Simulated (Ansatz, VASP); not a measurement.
## MgS in VASP and in Ansatz

Contents of INCAR:

```
SYSTEM = MgS
PREC = Accurate
ENCUT = 520
EDIFF = 1E-6
ISMEAR = 0
SIGMA = 0.05
LREAL = .FALSE.
LASPH = .TRUE.
NELM = 100
ALGO = Normal
ISIF = 2
LWAVE = .FALSE.
LCHARG = .FALSE.
GGA = PE
NBANDS = 11
```

KPOINTS

```
Automatic mesh
0
G
  8 8 8
  0 0 0
```

File POSCAR:

```
MgS
1.0
    0.0000000000      2.4975840000      2.7057160000
    2.4975840000      0.0000000000      2.7057160000
    2.4975840000      2.4975840000      0.0000000000
Mg S
1 1
Direct
    0.0000000000      0.0000000000      0.0000000000
    0.5000000000      0.5000000000      0.5000000000
```

Input for Ansatz:

```yaml
crystal:
  lattice:
    - [0.0, 2.497584, 2.705716]
    - [2.497584, 0.0, 2.705716]
    - [2.497584, 2.497584, 0.0]
  atoms:
    - { symbol: Mg, position: [0.0, 0.0, 0.0] }
    - { symbol: S, position: [0.5, 0.5, 0.5] }
basis:
  ecutwfc: 420
kpoints:
  mp_grid: { grid: [8, 8, 8] }
hamiltonian:
  xc: pbe
scf:
  occupations: { method: gaussian, width: 0.05 }
output:
  forces: true
  stress: true
  eigenvalues: true
```

Change from the starting cell: strain -0.040 along x and y, +0.040 along z, atoms carried along.

Alike in both runs: task single point; functional PBE; k mesh 8 × 8 × 8; occupations gaussian, width 0.05 eV; no spin polarisation.

|  | VASP | Ansatz |
| --- | --- | --- |
| version | VASP 6.6.1 | Ansatz 0.2.0 |
| potentials or method | VASP PAW PBE potentials, release 64 (Mg, S) | scalar-relativistic, plane waves, PAW |
| plane-wave cutoff (eV) | 520 | 420 |
| valence electrons in the cell | 8 | 16 |

Ansatz gave:

```
gap on the k mesh at the Fermi level (eV)       : 2.61
least direct gap on the mesh (eV)               : 3.88
pressure (GPa)                                  : 5.9
largest component of the traceless stress (GPa) : 6.48
```

Problem. What did VASP give for the same quantities?

Solution. gap on the k mesh at the Fermi level (eV): 2.60; least direct gap on the mesh (eV): 3.87; pressure (GPa): 5.6; largest component of the traceless stress (GPa): 6.45.

The two sets of potentials don't hold the same shells in valence.

A k mesh can miss the band edges.
